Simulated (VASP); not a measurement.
Te2Pt (Moncheite):

```
Te Pt
1.0
     4.01000    0.00000    0.00000
    -2.00500    3.47276    0.00000
     0.00000    0.00000    5.20100
Te Pt
2 1
Direct
  0.33333 0.66667 0.25000
  0.66667 0.33333 0.75000
  0.00000 0.00000 0.00000
```

```yaml
Program: VASP 6.6.1
Task: relaxation of cell and atoms
Functional: PBE
Dispersion: D3(BJ)
Potentials_or_basis: VASP PAW PBE potentials, release 64 (Te, Pt)
Cutoff: 600 eV
k_mesh: 12 × 12 × 7
Occupations: methfessel-paxton, width 0.1 eV
Spin: no spin polarisation
```

At the start: pressure 4.6 GPa; volume 24.14 Å³/atom.

How do energy, volume and symmetry change on relaxing?

Over 17 steps the energy falls by 33.0 meV/atom and the volume is 24.04 Å³/atom (-0.4 %); space group P-3m1 (No. 164, to 0.05 Å).

The path:
| step | energy change (eV) | largest force (eV/Å) | pressure (GPa) | volume (Å³) |
| --- | --- | --- | --- | --- |
| 1 | 0.0000 | 1.0590 | 4.61 | 72.43 |
| 2 | 0.0679 | 0.4419 | -7.10 | 79.95 |
| 3 | -0.0612 | 0.3603 | -0.93 | 75.32 |
| 4 | -0.0612 | 0.3729 | -0.82 | 75.26 |
| 5 | -0.0768 | 0.2706 | -0.58 | 74.46 |
| 6 | -0.0934 | 0.0018 | 0.34 | 72.36 |
| 7 | -0.0961 | 0.1564 | -0.75 | 72.56 |
| 8 | -0.0965 | 0.1151 | -0.48 | 72.51 |
| 9 | -0.0982 | 0.0146 | 0.48 | 71.65 |
| 10 | -0.0986 | 0.0442 | 0.24 | 71.91 |
| 11 | -0.0986 | 0.0467 | 0.18 | 71.93 |
| 12 | -0.0989 | 0.0410 | -0.13 | 72.16 |
| 13 | -0.0990 | 0.0422 | -0.10 | 72.13 |
| 14 | -0.0990 | 0.0093 | 0.12 | 72.05 |
| 15 | -0.0991 | 0.0066 | 0.05 | 72.08 |
| 16 | -0.0991 | 0.0082 | 0.04 | 72.08 |
| 17 | -0.0991 | 0.0053 | 0.01 | 72.13 |

Final structure:
```xyz
3
Lattice="4.0519 0.0000 0.0000 -2.0259 3.5090 0.0000 0.0000 0.0000 5.0732" Properties=species:S:1:pos:R:3 pbc="T T T"
Te    0.0000    2.3394    1.3589
Te    2.0259    1.1697    3.7143
Pt    0.0000    0.0000    5.0732
```

Caveat: pairwise dispersion overbinds metals, which lowers pressure and volume.
